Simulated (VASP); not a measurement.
# TiO2 (Rutile): input slips in a phonon run and what they do

Some phonon runs on TiO2 (Rutile) get a fault in the input on purpose. Which of them show, and how? The starting structure is a measured crystal structure from the Crystallography Open Database.

Calculated with VASP 6.6.1; Kohn-Sham DFT with plane waves and PAW; LDA.

## Step 1: Set-up

It takes space group P4_2/mnm (No. 136, tetragonal). The conventional cell has a = 4.592 Å, b = 4.592 Å, c = 2.957 Å, α = 90.00°, β = 90.00°, γ = 90.00°. Ti has 6 O at 1.95 to 1.98 Å nearest. Nearest to O lie 3 Ti at 1.95 to 1.98 Å. Farther neighbours and most contacts between anions are not listed.

As a file:

```
Ti O
1.0
     4.59220    0.00000    0.00000
     0.00000    4.59220    0.00000
     0.00000    0.00000    2.95740
Ti O
2 4
Direct
  0.50000 0.50000 0.50000
  0.00000 0.00000 0.00000
  0.80496 0.19504 0.50000
  0.69504 0.69504 0.00000
  0.19504 0.80496 0.50000
  0.30496 0.30496 0.00000
```

## Step 2: Reference modes

The cell comes from a relaxation at this level, not shown (60.62 Å³).

INCAR

```
SYSTEM = TiO2
PREC = Accurate
ENCUT = 520
EDIFF = 1E-08
NELM = 100
ISMEAR = 0
SIGMA = 0.03
LREAL = .FALSE.
ALGO = Normal
GGA = CA
NBANDS = 30
LASPH = .TRUE.
LORBIT = 11
LWAVE = .FALSE.
LCHARG = .FALSE.
KPAR = 8
IBRION = 6
NFREE = 2
POTIM = 0.015
NSW = 1
ISIF = 2
```

POSCAR

```
TiO2
1.0
    4.5544410104      0.0000000000      0.0000000000
    0.0000000000      4.5544410104      0.0000000000
    0.0000000000      0.0000000000      2.9226295426
Ti O
2 4
Direct
    0.5000000000      0.5000000000      0.5000000000
    0.0000000000      0.0000000000      0.0000000000
    0.8038675460      0.1961324540      0.5000000000
    0.6961324540      0.6961324540      0.0000000000
    0.1961324540      0.8038675460      0.5000000000
    0.3038675460      0.3038675460      0.0000000000
```

KPOINTS

```
Automatic mesh
0
Gamma
6 6 8
0 0 0
```

Potentials, in the order of the species: Ti_sv and O (LDA family, release 64).

Launch:

```
$ mpirun -np 8 vasp_std
```

The program printed:

```text
[banner, memory and clock lines left out]
running    8 mpi-ranks, on    1 nodes
 distrk:  each k-point on    1 cores,    8 groups
 distr:  one band on    1 cores,    1 groups

 POSCAR found type information on POSCAR TiO
 POSCAR found :  2 types and       6 ions
|                                                                             |
|           W    W    AA    RRRRR   N    N  II  N    N   GGGG   !!!           |
|           W    W   A  A   R    R  NN   N  II  NN   N  G    G  !!!           |
|           W    W  A    A  R    R  N N  N  II  N N  N  G       !!!           |
|           W WW W  AAAAAA  RRRRR   N  N N  II  N  N N  G  GGG   !            |
|           WW  WW  A    A  R   R   N   NN  II  N   NN  G    G                |
|           W    W  A    A  R    R  N    N  II  N    N   GGGG   !!!           |
|                                                                             |
|     For optimal performance we recommend to set                             |
|       NCORE = 2 up to number-of-cores-per-socket                            |
|     NCORE specifies how many cores store one orbital (NPAR=cpu/NCORE).      |
|     This setting can greatly improve the performance of VASP for DFT.       |
|     The default, NCORE=1 might be grossly inefficient on modern             |
|     multi-core architectures or massively parallel machines. Do your        |
|     Unfortunately you need to use the default for GW and RPA                |
|     calculations (for HF NCORE is supported but not extensively tested      |
|     yet).                                                                   |
|                                                                             |

 LDA part: xc-table for (Slater(with rela. corr.)+CA(PZ))
 , standard interpolation
 POSCAR, INCAR and KPOINTS ok, starting setup
 FFT: planning ... GRIDC
 FFT: planning ... GRID_SOFT
 FFT: planning ... GRID
 WAVECAR not read
 entering main loop
       N       E                     dE             d eps       ncg     rms          rms(c)
DAV:   1     0.655295730349E+03    0.65530E+03   -0.24665E+04  3000   0.189E+03
DAV:   2     0.311509435709E+02   -0.62414E+03   -0.59344E+03  3214   0.554E+02
DAV:   3    -0.708140212132E+02   -0.10196E+03   -0.99252E+02  4558   0.202E+02
DAV:   4    -0.753991226622E+02   -0.45851E+01   -0.45795E+01  4074   0.429E+01
DAV:   5    -0.755725360616E+02   -0.17341E+00   -0.17339E+00  4028   0.692E+00    0.319E+01
DAV:   6    -0.594356415197E+02    0.16137E+02   -0.98774E+01  3636   0.975E+01    0.118E+01
DAV:   7    -0.590464515383E+02    0.38919E+00   -0.14934E+01  3576   0.328E+01    0.852E+00
DAV:   8    -0.589377328665E+02    0.10872E+00   -0.33950E+00  3522   0.187E+01    0.394E+00
DAV:   9    -0.587740752590E+02    0.16366E+00   -0.10217E+00  3528   0.974E+00    0.104E+00
DAV:  10    -0.587824942974E+02   -0.84190E-02   -0.91506E-02  3764   0.243E+00    0.458E-01
DAV:  11    -0.587789867982E+02    0.35075E-02   -0.13915E-02  3710   0.828E-01    0.708E-02
DAV:  12    -0.587791633194E+02   -0.17652E-03   -0.14402E-03  3184   0.430E-01    0.154E-01
DAV:  13    -0.587789490983E+02    0.21422E-03   -0.69834E-04  3662   0.280E-01    0.281E-02
DAV:  14    -0.587789474669E+02    0.16315E-05   -0.47181E-05  3774   0.578E-02    0.965E-03
DAV:  15    -0.587789481382E+02   -0.67132E-06   -0.39252E-06  3530   0.161E-02    0.272E-03
DAV:  16    -0.587789480720E+02    0.66208E-07   -0.36455E-07  4086   0.518E-03    0.181E-03
DAV:  17    -0.587789480689E+02    0.31105E-08   -0.92025E-08  3298   0.251E-03
   1 F= -.58778948E+02 E0= -.58778948E+02  d E =-.144968E-17
[... from here on, the cycles between the ionic steps are left out ...]
   2 F= -.58777012E+02 E0= -.58777012E+02  d E =-.173567E-16
   3 F= -.58777012E+02 E0= -.58777012E+02  d E =-.174771E-16
   4 F= -.58778733E+02 E0= -.58778733E+02  d E =-.495133E-17
   5 F= -.58778733E+02 E0= -.58778733E+02  d E =-.491800E-17
   6 F= -.58777581E+02 E0= -.58777581E+02  d E =-.333761E-17
   7 F= -.58777571E+02 E0= -.58777571E+02  d E =-.273926E-16
   8 F= -.58777962E+02 E0= -.58777962E+02  d E =-.670276E-17
 Finite differences progress:
  Degree of freedom:   4/  4
  Displacement:        1/  2
  Total:               7/  8
 bond charge predicted
       N       E                     dE             d eps       ncg     rms          rms(c)
DAV:   1    -0.587749006969E+02    0.30611E-02   -0.39969E+00  5340   0.111E+01    0.265E-01
DAV:   2    -0.587785882827E+02   -0.36876E-02   -0.52588E-02  5802   0.152E+00    0.192E-01
DAV:   3    -0.587780167184E+02    0.57156E-03   -0.34449E-03  7088   0.382E-01    0.792E-02
DAV:   4    -0.587779705418E+02    0.46177E-04   -0.67296E-04  5922   0.214E-01    0.338E-02
DAV:   5    -0.587779660088E+02    0.45330E-05   -0.75615E-05  5854   0.819E-02    0.220E-02
DAV:   6    -0.587779630713E+02    0.29376E-05   -0.59571E-06  6944   0.219E-02    0.101E-02
DAV:   7    -0.587779620033E+02    0.10680E-05   -0.32596E-06  6768   0.144E-02    0.141E-03
DAV:   8    -0.587779620417E+02   -0.38403E-07   -0.67843E-07  5940   0.639E-03    0.933E-04
DAV:   9    -0.587779620399E+02    0.17581E-08   -0.30928E-08  4528   0.184E-03
   9 F= -.58777962E+02 E0= -.58777962E+02  d E =-.664517E-17
 Finite differences progress:
  Degree of freedom:   4/  4
  Displacement:        2/  2
  Total:               8/  8
```

Run time: 56 s. Hardware: 8 MPI ranks of Intel Xeon 6975P-C (Granite Rapids), shared host; peak memory 2.9 GiB; 6.9 min of CPU time.

Lines that name or quote the potential files are left out of all logs, and their timing lines are given in words.

Parts of OUTCAR (step 2):

```text
ion  position               nearest neighbor table
   1  0.500  0.500  0.500-   4 1.93   6 1.93   4 1.93   6 1.93   5 1.96   3 1.96
   2  0.000  0.000  0.000-   3 1.93   5 1.93   3 1.93   5 1.93   4 1.96   6 1.96
   3  0.804  0.196  0.500-   2 1.93   2 1.93   1 1.96
   4  0.696  0.696  0.000-   1 1.93   1 1.93   2 1.96
   5  0.196  0.804  0.500-   2 1.93   2 1.93   1 1.96
   6  0.304  0.304  0.000-   1 1.93   1 1.93   2 1.96

  LATTYP: Found a simple tetragonal cell.
 ALAT       =     4.5544410104
 C/A-ratio  =     0.6417098247

 Subroutine GETGRP returns: Found 16 space group operations
 (whereof  8 operations were pure point group operations)

The static configuration has the point symmetry D_2h.
 The point group associated with its full space group is D_4h.

 Found     50 irreducible k-points:

   k-points           NKPTS =     50   k-points in BZ     NKDIM =     50   number of bands    NBANDS=     30

   dimension x,y,z NGX =    36 NGY =   36 NGZ =   24
   dimension x,y,z NGXF=    72 NGYF=   72 NGZF=   48

   ENCUT  =  520.0 eV  38.22 Ry    6.18 a.u.   8.47  8.47  5.43*2*pi/ulx,y,z

   NELECT =      48.0000    total number of electrons

 k-points in reciprocal lattice and weights: Automatic mesh
   0.00000000  0.00000000  0.00000000       0.003
   0.16666667  0.00000000  0.00000000       0.014
   0.33333333  0.00000000  0.00000000       0.014
   0.50000000  0.00000000  0.00000000       0.007
   0.16666667  0.16666667  0.00000000       0.014
   0.33333333  0.16666667  0.00000000       0.028
   0.50000000  0.16666667  0.00000000       0.014
   0.33333333  0.33333333  0.00000000       0.014
   0.50000000  0.33333333  0.00000000       0.014
[...]
0.50000000  0.33333333  0.50000000       0.014
   0.50000000  0.50000000  0.50000000       0.003

 average (electrostatic) potential at core
       1 -75.9285       2 -75.9276       3 -70.2009       4 -70.2001       5 -70.1999
       6 -70.2001

 E-fermi :   5.0373

 k-point     1 :       0.0000    0.0000    0.0000
  band No.  band energies     occupation
    ...
     20       2.8574      2.00000
     21       4.1742      2.00000
     22       4.3977      2.00000
     23       4.3978      2.00000
     24       4.8735      2.00000
     25       6.6875      0.00000
     26       6.9676      0.00000
     27       7.2714      0.00000
     28       7.3860      0.00000
     29       7.3860      0.00000
    ...

 k-point     2 :       0.1667    0.0000    0.0000
  band No.  band energies     occupation
    ...
     20       2.8657      2.00000
     21       3.8790      2.00000
     22       3.9842      2.00000
     23       4.1652      2.00000
     24       4.7685      2.00000
     25       6.8504      0.00000
     26       7.1734      0.00000
     27       7.4885      0.00000
     28       7.5072      0.00000
     29       7.5560      0.00000
    ...

 k-point     3 :       0.3333    0.0000    0.0000
  band No.  band energies     occupation
    ...
     20       2.7696      2.00000
     21       2.9448      2.00000
     22       3.5724      2.00000
     23       3.9365      2.00000
     24       4.4509      2.00000
     25       7.1634      0.00000
     26       7.4126      0.00000
     27       7.7759      0.00000
     28       7.8576      0.00000
     29       7.9679      0.00000
    ...

  Total        0.0053438      0.0053438      0.0044312     -0.0023940      0.0927179     -0.0927179
  in kB        0.1412264      0.1412264      0.1171086     -0.0632697      2.4503614     -2.4503624
  external PRESSURE =       0.1331871 kB  Pullay stress =       0.0000000 kB

  energy-cutoff  :      520.00
  volume of cell :       60.62
      direct lattice vectors                 reciprocal lattice vectors
     4.554441010  0.000000000  0.000000000     0.219565913  0.000000000  0.000000000
     0.000000000  4.554441010  0.000000000     0.000000000  0.219565913  0.000000000
     0.000000000  0.000000000  2.922629543     0.000000000  0.000000000  0.342157631

 POSITION                                       TOTAL-FORCE (eV/Angst)
 -----------------------------------------------------------------------------------
      2.27722      2.27722      1.46131        -0.001028      0.001028      0.003298
      0.00000      0.00000      0.00000         0.003383     -0.003383     -0.014601
      3.66117      0.89327      1.44631        -0.002785      0.002785      0.131684
      3.17049      3.17049      0.00000        -0.000541     -0.000767     -0.031100
      0.89327      3.66117      1.46131         0.000203     -0.000203     -0.058180
      1.38395      1.38395      0.00000         0.000767      0.000541     -0.031100
 -----------------------------------------------------------------------------------
    total drift:                                0.000029     -0.000036     -0.000355

  FREE ENERGIE OF THE ION-ELECTRON SYSTEM (eV)
  ---------------------------------------------------
  free  energy   TOTEN  =       -58.7779620399 eV

  energy  without entropy=      -58.7779620399  energy(sigma->0) =      -58.77796204

 Eigenvectors and eigenvalues of the dynamical matrix
 ----------------------------------------------------

   1 f  =   24.478084 THz   153.800339 2PiTHz  816.500998 cm-1   101.233176 meV
             X         Y         Z           dx          dy          dz
      2.277221  2.277221  1.461315     0.000000   -0.000000   -0.000000
      0.000000  0.000000  0.000000    -0.000000    0.000000    0.000000
      3.661167  0.893274  1.461315     0.353553   -0.353553   -0.000000
      3.170494  3.170494  0.000000     0.353553    0.353553    0.000000
      0.893274  3.661167  1.461315    -0.353553    0.353553   -0.000000
      1.383947  1.383947  0.000000    -0.353553   -0.353553    0.000000

   2 f  =   18.335575 THz   115.205816 2PiTHz  611.608951 cm-1    75.829811 meV
             X         Y         Z           dx          dy          dz
      2.277221  2.277221  1.461315     0.000000   -0.000000    0.000000
      0.000000  0.000000  0.000000    -0.000000    0.000000   -0.000000
      3.661167  0.893274  1.461315     0.353553   -0.353553    0.000000
      3.170494  3.170494  0.000000    -0.353553   -0.353553   -0.000000
      0.893274  3.661167  1.461315    -0.353553    0.353553   -0.000000
      1.383947  1.383947  0.000000     0.353553    0.353553    0.000000

   3 f  =   14.654109 THz    92.074483 2PiTHz  488.808465 cm-1    60.604498 meV
             X         Y         Z           dx          dy          dz
      2.277221  2.277221  1.461315    -0.455539   -0.336338    0.000000
      0.000000  0.000000  0.000000     0.344874    0.156671   -0.000000
      3.661167  0.893274  1.461315    -0.253951   -0.108202   -0.000000
      3.170494  3.170494  0.000000     0.349659    0.263587   -0.000000
      0.893274  3.661167  1.461315    -0.253951   -0.108202    0.000000
      1.383947  1.383947  0.000000     0.349659    0.263587   -0.000000

   4 f  =   14.654109 THz    92.074483 2PiTHz  488.808465 cm-1    60.604498 meV
             X         Y         Z           dx          dy          dz
      2.277221  2.277221  1.461315    -0.156671    0.344874   -0.000000
      0.000000  0.000000  0.000000     0.336338   -0.455539    0.000000
      3.661167  0.893274  1.461315    -0.263587    0.349659    0.000000
      3.170494  3.170494  0.000000     0.108202   -0.253951   -0.000000
      0.893274  3.661167  1.461315    -0.263587    0.349659   -0.000000
      1.383947  1.383947  0.000000     0.108202   -0.253951    0.000000

   5 f  =   13.910293 THz    87.400946 2PiTHz  463.997414 cm-1    57.528322 meV
             X         Y         Z           dx          dy          dz
      2.277221  2.277221  1.461315    -0.000000    0.000000    0.000000
      0.000000  0.000000  0.000000     0.000000   -0.000000   -0.000000
      3.661167  0.893274  1.461315     0.000000    0.000000    0.010313
      3.170494  3.170494  0.000000     0.000000   -0.000000    0.707032
      0.893274  3.661167  1.461315    -0.000000   -0.000000   -0.010313
      1.383947  1.383947  0.000000    -0.000000    0.000000   -0.707032

   6 f  =   13.910293 THz    87.400946 2PiTHz  463.997414 cm-1    57.528322 meV
             X         Y         Z           dx          dy          dz
      2.277221  2.277221  1.461315    -0.000000    0.000000    0.000000
      0.000000  0.000000  0.000000     0.000000   -0.000000    0.000000
      3.661167  0.893274  1.461315     0.000000    0.000000   -0.707032
      3.170494  3.170494  0.000000    -0.000000   -0.000000    0.010313
      0.893274  3.661167  1.461315     0.000000    0.000000    0.707032
      1.383947  1.383947  0.000000    -0.000000   -0.000000   -0.010313

   7 f  =   12.533399 THz    78.749669 2PiTHz  418.069194 cm-1    51.833951 meV
             X         Y         Z           dx          dy          dz
      2.277221  2.277221  1.461315    -0.000000   -0.000000    0.000000
      0.000000  0.000000  0.000000    -0.000000    0.000000    0.000000
      3.661167  0.893274  1.461315    -0.353553   -0.353553    0.000000
      3.170494  3.170494  0.000000    -0.353553    0.353553   -0.000000
      0.893274  3.661167  1.461315     0.353553    0.353553    0.000000
      1.383947  1.383947  0.000000     0.353553   -0.353553   -0.000000

   8 f  =   11.834671 THz    74.359433 2PiTHz  394.762143 cm-1    48.944246 meV
             X         Y         Z           dx          dy          dz
      2.277221  2.277221  1.461315     0.000000    0.000000    0.082028
      0.000000  0.000000  0.000000    -0.000000   -0.000000   -0.082028
      3.661167  0.893274  1.461315     0.000000    0.000000    0.496624
      3.170494  3.170494  0.000000     0.000000   -0.000000   -0.496624
      0.893274  3.661167  1.461315    -0.000000   -0.000000    0.496624
      1.383947  1.383947  0.000000    -0.000000    0.000000   -0.496624

   9 f  =   11.507508 THz    72.303804 2PiTHz  383.849142 cm-1    47.591207 meV
             X         Y         Z           dx          dy          dz
      2.277221  2.277221  1.461315     0.176810   -0.447648    0.000000
      0.000000  0.000000  0.000000    -0.237384    0.474845    0.000000
      3.661167  0.893274  1.461315    -0.116142    0.305301    0.000000
      3.170494  3.170494  0.000000     0.168586   -0.328848   -0.000000
      0.893274  3.661167  1.461315    -0.116142    0.305301   -0.000000
      1.383947  1.383947  0.000000     0.168586   -0.328848   -0.000000

  10 f  =   11.507508 THz    72.303804 2PiTHz  383.849142 cm-1    47.591207 meV
             X         Y         Z           dx          dy          dz
      2.277221  2.277221  1.461315    -0.474845   -0.237384   -0.000000
      0.000000  0.000000  0.000000     0.447648    0.176810   -0.000000
      3.661167  0.893274  1.461315     0.328848    0.168586    0.000000
      3.170494  3.170494  0.000000    -0.305301   -0.116142   -0.000000
      0.893274  3.661167  1.461315     0.328848    0.168586   -0.000000
      1.383947  1.383947  0.000000    -0.305301   -0.116142   -0.000000

  11 f  =    4.456726 THz    28.002438 2PiTHz  148.660393 cm-1    18.431531 meV
             X         Y         Z           dx          dy          dz
      2.277221  2.277221  1.461315    -0.385047    0.437692   -0.000000
      0.000000  0.000000  0.000000    -0.141775    0.251819   -0.000000
      3.661167  0.893274  1.461315     0.180294   -0.261773    0.000000
      3.170494  3.170494  0.000000     0.275023   -0.334151    0.000000
      0.893274  3.661167  1.461315     0.180294   -0.261773    0.000000
      1.383947  1.383947  0.000000     0.275023   -0.334151    0.000000

  12 f  =    4.456726 THz    28.002438 2PiTHz  148.660393 cm-1    18.431531 meV
             X         Y         Z           dx          dy          dz
      2.277221  2.277221  1.461315     0.251819    0.141775    0.000000
      0.000000  0.000000  0.000000     0.437692    0.385047    0.000000
      3.661167  0.893274  1.461315    -0.334151   -0.275023   -0.000000
      3.170494  3.170494  0.000000    -0.261773   -0.180294   -0.000000
      0.893274  3.661167  1.461315    -0.334151   -0.275023   -0.000000
      1.383947  1.383947  0.000000    -0.261773   -0.180294   -0.000000

  13 f  =    4.404717 THz    27.675652 2PiTHz  146.925537 cm-1    18.216437 meV
             X         Y         Z           dx          dy          dz
      2.277221  2.277221  1.461315     0.000000    0.000000   -0.449436
      0.000000  0.000000  0.000000     0.000000    0.000000   -0.449436
      3.661167  0.893274  1.461315    -0.000000   -0.000000    0.386010
      3.170494  3.170494  0.000000    -0.000000   -0.000000    0.386010
      0.893274  3.661167  1.461315    -0.000000   -0.000000    0.386010
      1.383947  1.383947  0.000000    -0.000000   -0.000000    0.386010
    [... 42 further lines ...]
      3.170494  3.170494  0.000000    -0.000000    0.000000   -0.317799
      0.893274  3.661167  1.461315    -0.000000    0.000000   -0.317799
      1.383947  1.383947  0.000000    -0.000000    0.000000   -0.317799

 ELASTIC MODULI CONTR FROM IONIC RELAXATION (kBar)
 Direction    XX          YY          ZZ          XY          YZ          ZX
 --------------------------------------------------------------------------------
 XX        -384.7158    225.5496   -129.1032      0.0000      0.0000     -0.0000
 YY         225.5496   -384.7158   -129.1032     -0.0000      0.0000     -0.0000
 ZZ        -129.1032   -129.1032   -209.4370      0.0000      0.0000     -0.0000
 XY           0.0000      0.0000      0.0000    -15.6490     -0.0000      0.0000
 YZ           0.0000      0.0000      0.0000     -0.0000   -319.0929      0.0000
 ZX          -0.0000     -0.0000     -0.0000      0.0000      0.0000   -319.0920
 --------------------------------------------------------------------------------

 total charge
# of ion       s       p       d       tot
------------------------------------------
    1        2.234   6.329   1.779  10.341
    2        2.234   6.329   1.779  10.341
    3        1.563   3.493   0.000   5.056
    4        1.563   3.493   0.000   5.056
    5        1.563   3.493   0.000   5.056
    6        1.563   3.493   0.000   5.056
--------------------------------------------------
tot         10.719  26.629   3.558  40.906

[... 3 further parts left out ...]
```

The last energy, forces, stress and levels in OUTCAR belong to the last displaced cell, not to the cell of POSCAR.

Reference: the zone-centre modes are at the top B2g 816.5, A1g 611.6, Eu (3) 488.8, Eg 464.0 cm⁻¹, at the bottom Eu (1) 148.7, A2u 146.9, B1g 136.3, B1u (1) 108.0 cm⁻¹, with 3 more of the listed ones between.

(Continued in part 2 of 2.)

[Lines on the potential files, build, host, timing and source positions are cut from VASP's logs without a mark.]

[Logs are printed without paths, hosts, clocks, repeated set-up lines and the standing remarks that a program may print on its own settings, such as how far it seeks lower states.]

[Hosts, paths, dates, database ids (printed as entryN), source tags and the programs' standing remarks are cut or masked in the printed files.]
